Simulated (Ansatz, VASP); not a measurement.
Ag in VASP and in Ansatz

The input INCAR:

```
PREC = Accurate
ENCUT = 520
EDIFF = 1E-7
ISMEAR = -1
SIGMA = 0.05
LREAL = False
LASPH = True
NELM = 60
ALGO = Normal
ISIF = 2
LWAVE = False
LCHARG = False
GGA = PS
NBANDS = 18
```

The input KPOINTS:

```
Automatic mesh
0
Gamma
  10 10 6
```

File POSCAR:

```
Ag
1.0
    2.8701872985      0.0000000000      0.0000000000
   -1.4350936493      2.4856551142      0.0000000000
    0.0000000000      0.0000000000      4.6922174607
Ag
2
Direct
    0.6666666667      0.3333333333      0.7500000000
    0.3333333333      0.6666666667      0.2500000000
```

The input input.yaml:

```yaml
crystal:
  lattice:
    - [2.8701872985, 0.0, 0.0]
    - [-1.4350936493, 2.4856551142, 0.0]
    - [0.0, 0.0, 4.6922174607]
  atoms:
    - { symbol: Ag, position: [0.6666666667, 0.3333333333, 0.75] }
    - { symbol: Ag, position: [0.3333333333, 0.6666666667, 0.25] }
hamiltonian:
  xc: pbesol
  pseudopotentials: { kind: paw }
kpoints:
  mp_grid: { grid: [10, 10, 6] }
scf:
  occupations: { method: fermi_dirac, width: 0.05 }
output:
  forces: true
  stress: true
  eigenvalues: true
```

Change from the starting cell: volume scaled by 0.94.

Alike in both runs: task single point; functional PBEsol; k mesh 10 × 10 × 6; occupations fermi-dirac, width 0.05 eV; no spin polarisation.

|  | VASP | Ansatz |
| --- | --- | --- |
| version | VASP 6.6.1 | Ansatz 0.2.0 |
| potentials or method | VASP PAW PBE potentials, release 64 (Ag) | Ansatz PAW |
| plane-wave cutoff (eV) | 520 | 420 |
| valence electrons in the cell | 22 | 38 |

|  | VASP | Ansatz | Ansatz less VASP |
| --- | --- | --- | --- |
| gap on the k mesh at the Fermi level (eV) | none | none | - |
| pressure (GPa) | -0.3 | -0.1 | +0.22 |
| largest component of the traceless stress (GPa) | 0.44 | 0.44 | -0.002 |

A gap of «none» marks a metal or a gap that the smearing closes. With one functional, cell and mesh, what is left measures potentials, basis and numerics. The two sets of potentials don't hold the same shells in valence.

Caveats: the PAW data sets were made with another functional, which shifts forces and pressure a little (VASP); the PAW data sets come from PBE, with cores solved anew for the run's functional, which leaves a small shift of forces and pressure (Ansatz).
